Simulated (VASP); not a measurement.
Write the native input for VASP 6.6.1 that does the following.

```
Task                   : relaxation of cell and atoms
Functional             : r2SCAN
Potentials or basis    : VASP PAW PBE potentials, release 64 (Ga_d, As)
Cutoff                 : 600 eV
k mesh                 : 10 × 10 × 10
Occupations            : gaussian, width 0.03 eV
Spin                   : no spin polarisation
Further INCAR settings : ALGO = Normal; EDIFF = 1e-07; IBRION = 2; EDIFFG = -0.005; NSW = 90; ISIF = 3
```

The structure of GaAs lies in POSCAR:

```
GaAs                                    
1.0
   -0.0000000000      2.8347133399      2.8347133399
    2.8347133399      0.0000000000      2.8347133399
    2.8347133399      2.8347133399      0.0000000000
  Ga              As            
     1     1
Direct
     0.0000000000000000    0.0000000000000000    0.0000000000000000
     0.2500000000000000    0.2500000000000000    0.2500000000000000
```

The input as run:

INCAR

```
PREC = Accurate
ENCUT = 600
EDIFF = 1E-7
ISMEAR = 0
SIGMA = 0.03
LREAL = False
LASPH = True
NELM = 80
ALGO = Normal
ISIF = 3
LWAVE = False
LCHARG = False
METAGGA = R2SCAN
LMIXTAU = True
IBRION = 2
NSW = 90
EDIFFG = -0.005
```

KPOINTS

```
regular mesh
0
Gamma
  10 10 10
```

Potentials or basis: VASP PAW PBE potentials, release 64 (Ga_d, As).

The run is started by

```sh
$ cat potpaw_PBE.64/Ga_d/POTCAR potpaw_PBE.64/As/POTCAR > POTCAR
$ mpirun -np 1 vasp_std > vasp.out
```

Results of the run:

The pressure after relaxing is 0.0 GPa and the band gap on the k mesh is 0.93 eV, direct.

Caveat: the relaxation stopped at its first step, so nothing moved; the PAW data sets were made with another functional, which shifts forces and pressure a little.

Wall time 51 s on 1 thread of Intel(R) Xeon(R) 6975P-C (Granite Rapids) (shared host), peak memory 0.2 GiB.
